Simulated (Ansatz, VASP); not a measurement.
**SiC (SiC (P6_3mc)) in two plane-wave programs**

Aim: how closely do two programs agree when they are given the same cell, functional and k mesh? The cell is taken from a series of runs on this material, whose earlier steps may have relaxed, scaled, displaced or heated it; both programs get it as it stands.

Program: Ansatz 0.2.0. Level of theory: plane waves, with VASP 6.6.1 beside it; single point at PBEsol. Results are calculated unless marked as measured.

**1. Set-up**

The cell holds 108 atoms: 54 Si and 54 C. Cell: a = 9.236 Å, b = 9.236 Å, c = 15.108 Å, α = 90.0°, β = 90.0°, γ = 120.0°.

**2. VASP: single point, PBEsol**

With cell and atoms fixed, the geometry can't cause a difference; cores, projectors, grids and the points listed under the comparison can.

Lines of VASP's logs that name or quote its potential files are left out, and so is its time.

Input file INCAR:

```
SYSTEM = SiC
PREC = Accurate
ENCUT = 520
EDIFF = 1E-06
NELM = 120
ISMEAR = -1
SIGMA = 0.01
LREAL = Auto
ALGO = Normal
GGA = PS
NBANDS = 296
LORBIT = 11
LWAVE = .FALSE.
LCHARG = .FALSE.
ISIF = 2
ISYM = 2
LASPH = .TRUE.
GGA_COMPAT = .FALSE.
EFERMI = MIDGAP
KPAR = 2
```

Input file POSCAR:

```
SiC
1.0
    9.2359949308     -0.0000000029      0.0000000000
   -4.6179974629      7.9986062407      0.0000000000
    0.0000000000      0.0000000000     15.1078644000
Si C
54 54
Direct
    0.1115901609      0.2217135943      0.8329395985
    0.2217135943      0.1115901609      0.3329395985
    0.2222709131      0.1110242844      0.6664460994
    0.1110242844      0.2222709131      0.1664460994
    0.9996283226      0.0004227183      0.4996703370
    0.0004227183      0.9996283226      0.9996703370
    0.1115901609      0.5550469276      0.8329395985
    0.2217135943      0.4449234942      0.3329395985
    0.2222709131      0.4443576177      0.6664460994
    0.1110242844      0.5556042464      0.1664460994
    0.9996283226      0.3337560516      0.4996703370
    0.0004227183      0.3329616560      0.9996703370
    0.1115901609      0.8883802609      0.8329395985
    0.2217135943      0.7782568276      0.3329395985
    0.2222709131      0.7776909510      0.6664460994
    0.1110242844      0.8889375798      0.1664460994
    0.9996283226      0.6670893849      0.4996703370
    0.0004227183      0.6662949893      0.9996703370
    0.4449234942      0.2217135943      0.8329395985
    0.5550469276      0.1115901609      0.3329395985
    0.5556042464      0.1110242844      0.6664460994
    0.4443576177      0.2222709131      0.1664460994
    0.3329616560      0.0004227183      0.4996703370
    0.3337560516      0.9996283226      0.9996703370
    0.4449234942      0.5550469276      0.8329395985
    0.5550469276      0.4449234942      0.3329395985
    0.5556042464      0.4443576177      0.6664460994
    0.4443576177      0.5556042464      0.1664460994
    0.3329616560      0.3337560516      0.4996703370
    0.3337560516      0.3329616560      0.9996703370
[... 72 atom lines left out ...]
    0.6673369958      0.6659836002      0.8744311085
    0.6659836002      0.6673369958      0.3744311085
    0.7779963537      0.8886264574      0.7080584271
    0.8886264574      0.7779963537      0.2080584271
    0.8886774854      0.7780624474      0.5415554295
    0.7780624474      0.8886774854      0.0415554295
```

Input file KPOINTS:

```
Points of the shifted mesh
8
Reciprocal
 0.2500000000  0.2500000000  0.2500000000 1
 0.2500000000  0.2500000000  0.7500000000 1
 0.2500000000  0.7500000000  0.2500000000 1
 0.2500000000  0.7500000000  0.7500000000 1
 0.7500000000  0.2500000000  0.2500000000 1
 0.7500000000  0.2500000000  0.7500000000 1
 0.7500000000  0.7500000000  0.2500000000 1
 0.7500000000  0.7500000000  0.7500000000 1
```

Potentials, in the order of the species: Si and C (PBE family, release 64).

Launch:

```console
$ mpirun -np 8 vasp_std
```

Numbers of over 12 decimals in the logs are rounded to 6 here.

Log:

```text
[banner, memory and clock lines left out]
running    8 mpi-ranks, on    1 nodes
[...]
|                                                                             |
|           W    W    AA    RRRRR   N    N  II  N    N   GGGG   !!!           |
|           W    W   A  A   R    R  NN   N  II  NN   N  G    G  !!!           |
|           W    W  A    A  R    R  N N  N  II  N N  N  G       !!!           |
|           W WW W  AAAAAA  RRRRR   N  N N  II  N  N N  G  GGG   !            |
|           WW  WW  A    A  R   R   N   NN  II  N   NN  G    G                |
|           W    W  A    A  R    R  N    N  II  N    N   GGGG   !!!           |
|                                                                             |
|     For optimal performance we recommend to set                             |
|       NCORE = 2 up to number-of-cores-per-socket                            |
|     NCORE specifies how many cores store one orbital (NPAR=cpu/NCORE).      |
|     This setting can greatly improve the performance of VASP for DFT.       |
[...]
|                                                                             |
|     You enforced a specific xc type in the INCAR file but a different       |
|     [... a line on the potential file left out ...]
|     I HOPE YOU KNOW WHAT YOU ARE DOING!                                     |
|                                                                             |

 LDA part: xc-table for (Slater+PW92), standard interpolation
 POSCAR, INCAR and KPOINTS ok, starting setup
[...]
entering main loop
       N       E                     dE             d eps       ncg     rms          rms(c)
DAV:   1     0.127190166953E+04    0.12719E+04   -0.19684E+05  4736   0.132E+03
DAV:   2    -0.803475341619E+03   -0.20754E+04   -0.19528E+04  5752   0.236E+02
DAV:   3    -0.953335822162E+03   -0.14986E+03   -0.14822E+03  5848   0.593E+01
DAV:   4    -0.956690032129E+03   -0.33542E+01   -0.33396E+01  5744   0.966E+00
[...]
DAV:  12    -0.859680547225E+03    0.89929E-05   -0.71097E-05  5552   0.130E-02    0.210E-02
DAV:  13    -0.859680553041E+03   -0.58167E-05   -0.14661E-05  5752   0.561E-03    0.755E-03
DAV:  14    -0.859680552664E+03    0.37681E-06   -0.11526E-06  3080   0.229E-03
   1 F= -.85968055E+03 E0= -.85968055E+03  d E =0.000000E+00
```

From OUTCAR (step 2):

```text
  FREE ENERGIE OF THE ION-ELECTRON SYSTEM (eV)
  ---------------------------------------------------
  free  energy   TOTEN  =      -859.6805526644 eV

  energy  without entropy=     -859.6805526644  energy(sigma->0) =     -859.68055266
```

The run ends at a pressure of 0.35 GPa, with forces up to 0.079 eV/Å.

**3. Ansatz: single point, PBEsol**

Ansatz runs on its PAW soft_1 files.

The same cell, functional, mesh and smearing now go to Ansatz.

Input file input.yaml:

```yaml
crystal:
  lattice:
    - [9.235994930806, -2.886751503825e-09, 0.0]
    - [-4.617997462903, 7.998606240746, 0.0]
    - [0.0, 0.0, 15.1078644]
  atoms:
    - { symbol: Si, position: [0.1115901608853, 0.2217135942532, 0.8329395985228] }
    - { symbol: Si, position: [0.2217135942532, 0.1115901608853, 0.3329395985228] }
    - { symbol: Si, position: [0.2222709131018, 0.1110242843688, 0.6664460993628] }
    - { symbol: Si, position: [0.1110242843688, 0.2222709131018, 0.1664460993628] }
    - { symbol: Si, position: [-0.000371677376164, 0.0004227182665912, 0.4996703369848] }
    - { symbol: Si, position: [0.0004227182665912, -0.000371677376164, 0.9996703369848] }
    - { symbol: C, position: [0.0006703291433689, -0.0006830665154277, 0.8744311084551] }
    - { symbol: C, position: [-0.0006830665154277, 0.0006703291433689, 0.3744311084551] }
    - { symbol: C, position: [0.1113296870318, 0.2219597907173, 0.7080584271498] }
    - { symbol: C, position: [0.2219597907173, 0.1113296870318, 0.2080584271498] }
    - { symbol: C, position: [0.2220108186897, 0.1113957807669, 0.5415554295247] }
    - { symbol: C, position: [0.1113957807669, 0.2220108186897, 0.0415554295247] }
    - { symbol: Si, position: [0.1115901608853, 0.5550469275866, 0.8329395985228] }
    - { symbol: Si, position: [0.2217135942532, 0.4449234942187, 0.3329395985228] }
    - { symbol: Si, position: [0.2222709131018, 0.4443576177022, 0.6664460993628] }
    - { symbol: Si, position: [0.1110242843688, 0.5556042464351, 0.1664460993628] }
    - { symbol: Si, position: [-0.000371677376164, 0.3337560515999, 0.4996703369848] }
    - { symbol: Si, position: [0.0004227182665912, 0.3329616559572, 0.9996703369848] }
    - { symbol: C, position: [0.0006703291433689, 0.3326502668179, 0.8744311084551] }
    - { symbol: C, position: [-0.0006830665154277, 0.3340036624767, 0.3744311084551] }
    - { symbol: C, position: [0.1113296870318, 0.5552931240507, 0.7080584271498] }
    - { symbol: C, position: [0.2219597907173, 0.4446630203651, 0.2080584271498] }
    - { symbol: C, position: [0.2220108186897, 0.4447291141003, 0.5415554295247] }
    - { symbol: C, position: [0.1113957807669, 0.5553441520231, 0.0415554295247] }
    - { symbol: Si, position: [0.1115901608853, 0.8883802609199, 0.8329395985228] }
    - { symbol: Si, position: [0.2217135942532, 0.778256827552, 0.3329395985228] }
    - { symbol: Si, position: [0.2222709131018, 0.7776909510355, 0.6664460993628] }
    - { symbol: Si, position: [0.1110242843688, 0.8889375797685, 0.1664460993628] }
    - { symbol: Si, position: [-0.000371677376164, 0.6670893849333, 0.4996703369848] }
    - { symbol: Si, position: [0.0004227182665912, 0.6662949892905, 0.9996703369848] }
[... 72 atom lines left out ...]
    - { symbol: C, position: [0.66733699581, 0.6659836001512, 0.8744311084551] }
    - { symbol: C, position: [0.6659836001512, 0.66733699581, 0.3744311084551] }
    - { symbol: C, position: [0.7779963536984, 0.888626457384, 0.7080584271498] }
    - { symbol: C, position: [0.888626457384, 0.7779963536984, 0.2080584271498] }
    - { symbol: C, position: [0.8886774853564, 0.7780624474336, 0.5415554295247] }
    - { symbol: C, position: [0.7780624474336, 0.8886774853564, 0.0415554295247] }
basis:
  ecutwfc: 420.0
  ecutrho_ratio: 4
  xc_grid: 2
  fft_grid_basis: typed
  precision: f64
kpoints:
  mp_grid: { grid: [2, 2, 2], shift: [0.5, 0.5, 0.5] }
hamiltonian:
  xc: pbesol
  pseudopotentials:
    kind: paw
    xc_functional: pbe
    azcp: { folder: soft_1, C: "soft_1/C.paw.azcp", Si: "soft_1/Si.paw.azcp" }
scf:
  max_iter: 100
  self_checks: high
  occupations: { method: fermi_dirac, width: 0.01 }
output:
  forces: true
checkpoint:
  write: "../host.pbesol.run"
  compress: false
  write_wavefunctions: true
  write_every: 100000
```

Launch:

```console
$ ansatz run input.yaml --threads 4 --pin off --max-ram 15073MiB --backend cpu --events-out ev --progress --plain --runs-dir out
```

Log:

```text
Engine: ansatz 0.2.0, aarch64-unknown-linux-gnu
Pseudopotentials: kind: paw
Pseudopotential: Si, paw, valence charge 4, recommended cutoff 420 eV (normal), soft_1/Si.paw.azcp
Pseudopotential: C, paw, valence charge 4, recommended cutoff 420 eV (normal), soft_1/C.paw.azcp
Functional definition: PBEsol
  exchange = pbesol_x
  correlation = pbesol_c
Crystal: 108 atoms, lattice volume = 1116.095 Å³
Basis set: ecut = 420 eV, 21747 PW (Γ), exchange–correlation on 128×128×216 points (8 copies of the dense FFT grid, shifted against one another)
Bands: 324, of which v1, the nominal top of the filled ones, is band 216 counted from 1 (215 counted from 0)
Symmetry: 18 space group operations
Space group: Cc (ITA 9), of the structure as read, at distance tolerance 1.0e-4 Å
k-points: 3 of 8 (time reversal used)
Non-local potential: Si, projectors of the file, l = 0: 2, l = 1: 2, l = 2: 1
Non-local potential: C, projectors of the file, l = 0: 2, l = 1: 2, l = 2: 1
PAW form: soft (Blöchl's): semilocal exchange-correlation on the pseudo side does not see the compensation charge
PAW frozen core: Si, regenerated for the run's functional, and the local potential with it (the file was generated under x = pbe(κ = 0.804, μ = 0.219515), c = pbe(β = 0.066725))
PAW frozen core: C, regenerated for the run's functional, and the local potential with it (the file was generated under x = pbe(κ = 0.804, μ = 0.219515), c = pbe(β = 0.066725))
PAW one-centre angular grid: Si, 110 points (default); XC on 64 Gauss nodes
PAW one-centre angular grid: C, 110 points (default); XC on 64 Gauss nodes
Initial density: superposition of atomic densities (chi_scale 0.1, normalization cell, long waves kept (reshape's long-wave potential 0.00 eV rms))
Initial wavefunctions: pseudopotential atomic-orbital guess
Functional: x = pbesol(κ = 0.804, μ = 0.123457), c = pbesol(β = 0.046)
SCF iter   1: F=—  HF=-46987.793272 eV  |F-HF|=—  |Δ(HF+E_count)|=         —  Δρ=1.33e-1  dr2=2.43e2  ethr=3.10e-3  ⟨swp⟩=6.0  Hψ=4476  notcnv=0  defer=177
preconditioner: auto → Resta (q_TF=auto, 2.329 Å⁻¹)  ε∞=4.3  [insulator: Δε(μ)=3.985 eV  Ē_g=12.724 eV  σ=0.010 eV  W_gap=1.00  n_scr=244 (ndim 8)  ℏωp=23.1 eV  f_vac=0.000  D(μ)=0.00/eV (n_scr^D=0)  ε∞_Penn≈4.3]
SCF iter   2: F=—  HF=-46916.362977 eV  |F-HF|=—  |Δ(HF+E_count)|=    7.14e1  Δρ=4.51e-2  dr2=2.04e1  ethr=3.10e-3  ⟨swp⟩=4.0  Hψ=2344  notcnv=0  defer=305
SCF iter   3: F=—  HF=-46910.937730 eV  |F-HF|=—  |Δ(HF+E_count)|=    5.43e0  Δρ=1.79e-2  dr2=2.20e0  ethr=3.10e-3  ⟨swp⟩=2.0  Hψ=1334  notcnv=0  defer=305
SCF iter   4: F=—  HF=-46910.517678 eV  |F-HF|=—  |Δ(HF+E_count)|=   4.20e-1  Δρ=1.29e-3  dr2=1.65e-2  ethr=5.10e-4  ⟨swp⟩=2.0  Hψ=1138  notcnv=0  defer=305
SCF iter   5: F=—  HF=-46910.530989 eV  |F-HF|=—  |Δ(HF+E_count)|=   1.33e-2  Δρ=3.78e-4  dr2=7.94e-4  ethr=3.81e-6  ⟨swp⟩=2.0  Hψ=1334  notcnv=0  defer=305
SCF iter   6: F=—  HF=-46910.530973 eV  |F-HF|=—  |Δ(HF+E_count)|=   1.53e-5  Δρ=2.68e-5  dr2=7.73e-6  ethr=1.84e-7  ⟨swp⟩=2.0  Hψ=1124  notcnv=0  defer=305
SCF iter   7: F=—  HF=-46910.530966 eV  |F-HF|=—  |Δ(HF+E_count)|=   7.57e-6  Δρ=6.04e-6  dr2=3.52e-7  ethr=1.79e-9  ⟨swp⟩=2.0  Hψ=1315  notcnv=0  defer=305
SCF iter   8: F=-46910.530966 eV  HF=-46910.530966 eV  |F-HF|=8.17e-9  |Δ(HF+E_count)|=   1.33e-7  Δρ=1.43e-6  dr2=2.54e-8  ethr=2.31e-11  ⟨swp⟩=16.0  Hψ=6765  notcnv=0
SCF 1 converged in 8 iterations: F = -46910.530966 eV  dr2 = 2.54e-8
  greatest PAW one-centre occupation: 0.645 electrons in one spin orbital (limit 2), on the C atom at site 103 (counted from 0), in its partial waves of l = 0
SCF converged after 8 iterations
Free energy (F): -46910.530966 eV
Harris-Foulkes:  -46910.530966 eV  (|F-HF|=8.17e-9)
Internal energy: -46910.530966 eV  (E = F + TS)
E sigma→0 (E₀):  -46910.530966 eV
Fermi energy:    10.511128 eV
--- Per-component energies (eV) ---
  E_band       = 1519.001815
  E_kinetic    = 7178.062354
  E_local      = -5132.002292  (includes V_loc(G=0)·N_el)
  E_nonlocal   = 2450.559849
  E_hartree    = 1696.631379
  E_xc         = -5659.575049
  E_vxc        = -5859.587086  (∫ρ·V_xc dr)
  E_paw        = -32070.308425  (= ΣΔE_a)
  E_vpaw       = -511.296253  (= ΣTr[D̂ρ^β])
  E_aug_tail   = 0.002700  (compensation charges beyond the density's cutoff)
  E_ewald      = -15376.745188
  E_core_change = 2.843704  (= ΣΔE_core)
  E_smearing   = -0.000000  (= −TS)
  E_closure    = -0.000000  (closes the sum)
  Σ components = -46910.530966   (vs F -46910.530966, Δ=0.00e0)
--- Forces (eV/Å), atoms counted from 1 ---
  atom   1  Si     0.03513374    -0.01870076     0.03050956
  atom   2  Si    -0.03376220     0.02107633     0.03050956
  atom   3  Si     0.03184760    -0.01754570     0.02799435
  atom   4  Si    -0.03111882     0.01880798     0.02799435
  atom   5  Si     0.03156608    -0.01721611     0.02403987
[...]
k-point 1: bands = [... 212 lower, 8.9919, 8.9919, 9.0742, 9.2086, 11.8196, 11.8196, 12.0893, 12.0893, ... 104 higher]
  k-point 2: bands = [... 212 lower, 8.9420, 9.2032, 9.2486, 9.4126, 11.6096, 11.7377, 12.2506, 12.2508, ... 104 higher]
```

**4. Side by side**

Known differences besides the potentials themselves: the cutoff is 420 eV in Ansatz and 520 eV in VASP (PREC = Accurate, projectors in real space); Ansatz makes its cores anew for this functional, VASP keeps those of its PBE data sets. Total energies have different zeros and are not compared.

The two programs side by side:

| quantity | Ansatz | VASP | difference |
| --- | --- | --- | --- |
| gap on the k mesh (eV) | 2.197 | 2.189 | +0.008 |

Forces on 10 of the 108 atoms, those with the largest forces and the largest differences (eV/Å; atoms numbered as in POSCAR):

| atom | Ansatz x, y, z | VASP x, y, z |
| --- | --- | --- |
| C55 | -0.061, 0.035, -0.029 | -0.063, 0.036, -0.031 |
| C58 | 0.036, -0.020, -0.030 | 0.037, -0.020, -0.025 |
| C61 | -0.061, 0.035, -0.029 | -0.063, 0.036, -0.031 |
| C73 | -0.061, 0.035, -0.029 | -0.063, 0.036, -0.031 |
| C79 | -0.061, 0.035, -0.029 | -0.063, 0.036, -0.031 |
| C82 | 0.036, -0.020, -0.030 | 0.037, -0.020, -0.025 |
| C85 | -0.061, 0.035, -0.029 | -0.063, 0.036, -0.031 |
| C88 | 0.036, -0.020, -0.030 | 0.037, -0.020, -0.025 |
| C91 | -0.061, 0.035, -0.029 | -0.063, 0.036, -0.031 |
| C97 | -0.061, 0.035, -0.029 | -0.063, 0.036, -0.031 |

The forces differ by 1.7 meV/Å r.m.s., which is 5.5 % of the r.m.s. force of 0.030 eV/Å (both taken over all components). A gap on the mesh is an upper bound, since the band edges may lie between its points.

**5. Results**

```yaml
r_m_s_force_difference_single_point_pbesol: 1.7 meV/Å
```

The r.m.s. force difference is 1.7 meV/Å (single point, PBEsol), within the 12 meV/Å picked in this series as the mark of a large difference. Such differences can come from data sets, numerical settings and the points named under the comparisons, not from the functional's error against experiment.

[Lines on the potential files, build, host, timing and source positions are cut from VASP's logs without a mark.]

[Logs are printed without paths, hosts, clocks, repeated set-up lines and the standing remarks that a program may print on its own settings, such as how far it seeks lower states.]

[Hosts, paths, dates, database ids (printed as entryN), source tags and the programs' standing remarks are cut or masked in the printed files.]
